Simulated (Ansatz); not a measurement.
## TiAl: relaxation of cell and atoms with BLYP

Crystal: TiAl.

```xyz
2
Lattice="3.1791 0.0000 0.0000 0.0000 3.1791 0.0000 0.0000 0.0000 3.1791" Properties=species:S:1:pos:R:3 pbc="T T T"
Ti    0.0000    0.0000    0.0000
Al    1.5895    1.5895    1.5895
```

The cell comes from a database or a generator and needn't be the stable form of this composition.

- Program: Ansatz 0.2.0
- Task: relaxation of cell and atoms
- Functional: BLYP
- Potentials or basis: Ansatz PAW
- Cutoff: 420 eV (not typed: the program's choice for these potentials)
- k mesh: 8 × 8 × 8
- Occupations: fermi-dirac, width 0.05 eV
- Spin: no spin polarisation

```json
{
  "Relaxed volume": "16.63 Å³/atom",
  "Relaxed cell": "a = 3.216 Å, b = 3.216 Å, c = 3.216 Å, α = 90.00°, β = 90.00°, γ = 90.00°",
  "Space group after relaxing (to 0.05 Å)": "Pm-3m (No. 221)",
  "Energy gained by relaxing": "6.5 meV/atom",
  "Ionic steps": "5",
  "Pressure after relaxing": "0.0 GPa",
  "Band gap on the k mesh": "none (metal or under the smearing width)"
}
```

The path:
```tsv
step	energy change (eV)	largest force (eV/Å)	volume (Å³)
1	0.0000	0.0000	32.13
2	-0.0102	0.0000	33.76
3	-0.0126	0.0000	33.29
4	-0.0127	0.0000	33.27
5	-0.0131	0.0000	33.27
```

Final structure:
```
Ti Al
1.0
     3.21618    0.00000    0.00000
     0.00000    3.21618    0.00000
     0.00000    0.00000    3.21618
Ti Al
1 1
Direct
  0.00000 0.00000 0.00000
  0.50000 0.50000 0.50000
```

Levels at points of the mesh, in eV from the Fermi level:
| k point | band 4 | band 5 | band 6 | band 7 | band 8 | band 9 | band 10 | band 11 |
| --- | --- | --- | --- | --- | --- | --- | --- | --- |
| (0.00, 0.00, 0.00) | -33.13 | -9.06 | -1.36 | -1.36 | 1.69 | 1.69 | 1.69 | 4.28 |
| (0.00, 0.00, -0.50) | -33.12 | -5.97 | -4.98 | -0.55 | 0.13 | 0.13 | 1.88 | 2.75 |
| (0.00, -0.50, -0.50) | -33.10 | -4.95 | -1.98 | -1.98 | -1.38 | 0.68 | 0.68 | 2.50 |
| (-0.50, -0.50, -0.50) | -33.24 | -2.95 | -2.95 | -2.95 | 0.23 | 2.56 | 2.56 | 2.99 |

It took 2.5 s on 2 threads of Arm Neoverse V2, with other jobs on the host, peak memory 0.29 GiB.

Caveat: the plane-wave basis is chosen anew once the cell has moved, so the energies of steps on either side of that aren't comparable; the PAW data sets come from PBE, with cores solved anew for the run's functional, which leaves a small shift of forces and pressure.
